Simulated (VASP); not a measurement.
A run of VASP 6.6.1 is set up as follows.

Contents of INCAR:

```
SYSTEM = AlRu
  AGGAC = 0.0
  ALGO = Normal
  EDIFF = 1E-7
  EDIFFG = -0.01
  ENCUT = 600
  GGA = OR
  IBRION = 2
  ISIF = 3
  ISMEAR = -1
  LASPH = .True.
  LCHARG = .False.
  LREAL = .False.
  LUSE_VDW = .True.
  LWAVE = .False.
  NELM = 100
  NSW = 40
  PREC = Accurate
  SIGMA = 0.05
```

Contents of KPOINTS:

```
k-points
0
Gamma
  9 9 9
  0 0 0
```

Contents of POSCAR:

```
AlRu
1.0
    2.9916000000      0.0000000000      0.0000000000
    0.0000000000      2.9916000000      0.0000000000
    0.0000000000      0.0000000000      2.9916000000
Ru Al
1 1
Direct
    0.5000000000      0.5000000000      0.5000000000
    0.0000000000      0.0000000000      0.0000000000
```

Potentials or basis: VASP PAW PBE potentials, release 64 (Ru_pv, Al).

Command:

```console
$ cat potpaw_PBE.64/Ru_pv/POTCAR potpaw_PBE.64/Al/POTCAR > POTCAR
$ mpirun -np 1 vasp_std > vasp.out
```

(1) What does it give for the band gap on the k mesh?

(2) What does it give for the space group after relaxing (to 0.05 Å)?

(3) Predict the relaxed volume.

## Answers

(1) none (metal or under the smearing width).

(2) Pm-3m (No. 221).

(3) 13.64 Å³/atom.

Caveat: the PAW data sets were made with another functional, which shifts forces and pressure a little.
